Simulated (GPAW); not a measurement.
Runs of GPAW 26.7.0 on MnO. Symmetry: Fm-3m, No. 225, cubic system. The conventional cell has a = 4.448 Å, b = 4.448 Å, c = 4.448 Å, α = 90.00°, β = 90.00°, γ = 90.00°. Mn (site symmetry m-3m) is surrounded by 6 O at 2.22 Å. O (site symmetry m-3m) has 6 Mn at 2.22 Å as nearest neighbours. The cell is a database's computed one.

```csv
task,level,potentials or basis,U,k mesh,smearing,band path,band points,eigensolver,data set,pressure (GPa),moment (μB)
band structure,vdW-DF-cx,"GPAW PAW data sets (gpaw-data 1.2.1), pw",-,7 × 7 × 7,fermi-dirac 0.05 eV,"GXWKGLUWLK,UX",60,-,-,-,4.67
band structure,r2SCAN,"GPAW PAW data sets (gpaw-data 1.2.1), pw",-,7 × 7 × 7,fermi-dirac 0.05 eV,"GXWKGLUWLK,UX",100,-,-,3.4,(a)
band structure,LDA,"the program's PAW data sets (release 1.2.1) made for this functional, pw",-,7 × 7 × 7,fermi-dirac 0.05 eV,"GXWKGLUWLK,UX",100,-,-,(b),4.57
single point,LDA,"the program's PAW data sets (release 1.2.1) made for this functional, pw",-,10 × 10 × 10,gaussian 0.05 eV,-,-,-,-,-16.0,4.53
band structure,LDA+U,"the program's PAW data sets (release 1.2.1) made for this functional, pw",Mn d U = 1 eV,7 × 7 × 7,fermi-dirac 0.05 eV,"GXWKGLUWLK,UX",80,-,-,-8.5,4.86
```

Alike in all rows: spin collinear, ferromagnetic start; cell as given; cutoff (eV) 800.

Question: Fill in the values left out.

Answer: (a) 4.99; (b) -15.4.

Caveats: a cell with one magnetic atom can't hold antiferromagnetic order, which such compounds often take; the PAW data sets were made with another functional, which shifts forces and pressure a little (some runs); so large a pressure means that the cell lies far from this level's equilibrium, or that cutoff or potentials fall short (some runs).

Runs at the PBE level aren't shown here.
